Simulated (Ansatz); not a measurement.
## Al3Ni2: single point with PBEsol

The system is Al3Ni2.

```
Ni Al
1.0
     3.99420    0.00000    0.00000
    -1.99710    3.45907    0.00000
     0.00000    0.00000    4.88086
Ni Al
2 3
Direct
  0.66587 0.34291 0.85558
  0.33697 0.67746 0.13701
  0.67036 0.33688 0.33561
  0.34332 0.66673 0.65206
  0.00920 0.99878 0.00090
```

The cell comes from a database or a generator and needn't be the stable form of this composition.

The cell isn't the ideal one: atoms moved at random, drawn with an rms of 0.05 Å.

| Item | Value |
| --- | --- |
| Program | Ansatz 0.2.0 |
| Task | single point |
| Functional | PBEsol |
| Potentials or basis | Ansatz PAW |
| Cutoff | 420 eV (not typed: the program's choice for these potentials) |
| k mesh | 8 × 8 × 6 |
| Occupations | fermi-dirac, width 0.05 eV |
| Spin | collinear spin, ferromagnetic start |
| Starting moments | [1.0, 1.0, 0.0, 0.0, 0.0] μB |

| Item | Value |
| --- | --- |
| Pressure | 1.1 GPa |
| Largest force | 0.934 eV/Å |
| Band gap on the k mesh | none (metal or under the smearing width) |
| Net moment | 0.00 μB per cell |
| Absolute moment | 0.00 μB per cell |

Forces in eV/Å, atoms in the order of the input:
```
Ni   0.454 -0.247 -0.572
Ni   0.275 -0.289  0.428
Al   0.065  0.025  0.931
Al  -0.248  0.123 -0.656
Al  -0.547  0.389 -0.131
```

Stress tensor (GPa, compression positive):
```
 1.14 -0.34  0.15
-0.34  0.82 -0.11
 0.15 -0.11  1.34
```

Levels at points of the mesh, in eV from the Fermi level:
Spin up:
```tsv
k point	band 21	band 22	band 23	band 24	band 25	band 26
(0.00, 0.00, 0.00)	-1.26	1.35	1.44	3.23	3.30	4.47
(0.00, 0.00, -0.50)	2.78	2.86	2.96	3.01	3.35	4.21
(0.00, -0.50, 0.00)	-1.52	-1.46	-1.14	1.41	2.11	2.29
(0.00, -0.50, -0.50)	-1.66	-0.98	-0.35	1.73	2.23	3.30
(-0.50, 0.00, 0.00)	-1.52	-1.44	-1.12	1.39	2.10	2.30
(-0.50, 0.00, -0.50)	-1.67	-0.98	-0.36	1.74	2.22	3.30
(-0.50, -0.50, 0.00)	-1.52	-1.46	-1.14	1.42	2.08	2.31
(-0.50, -0.50, -0.50)	-1.67	-0.98	-0.34	1.74	2.24	3.31
```
Spin down:
| k point | band 21 | band 22 | band 23 | band 24 | band 25 | band 26 |
| --- | --- | --- | --- | --- | --- | --- |
| (0.00, 0.00, 0.00) | -1.26 | 1.35 | 1.44 | 3.23 | 3.30 | 4.47 |
| (0.00, 0.00, -0.50) | 2.78 | 2.86 | 2.96 | 3.01 | 3.35 | 4.21 |
| (0.00, -0.50, 0.00) | -1.52 | -1.46 | -1.14 | 1.41 | 2.11 | 2.29 |
| (0.00, -0.50, -0.50) | -1.66 | -0.98 | -0.35 | 1.73 | 2.23 | 3.30 |
| (-0.50, 0.00, 0.00) | -1.52 | -1.44 | -1.12 | 1.39 | 2.10 | 2.30 |
| (-0.50, 0.00, -0.50) | -1.67 | -0.98 | -0.36 | 1.74 | 2.22 | 3.30 |
| (-0.50, -0.50, 0.00) | -1.52 | -1.46 | -1.14 | 1.42 | 2.08 | 2.31 |
| (-0.50, -0.50, -0.50) | -1.67 | -0.98 | -0.34 | 1.74 | 2.24 | 3.31 |

Run time: 62 s on 2 threads of Arm Neoverse V1, with other jobs on the host, peak memory 0.76 GiB.

Caveat: the PAW data sets come from PBE, with cores solved anew for the run's functional, which leaves a small shift of forces and pressure; the starting moments weren't kept.
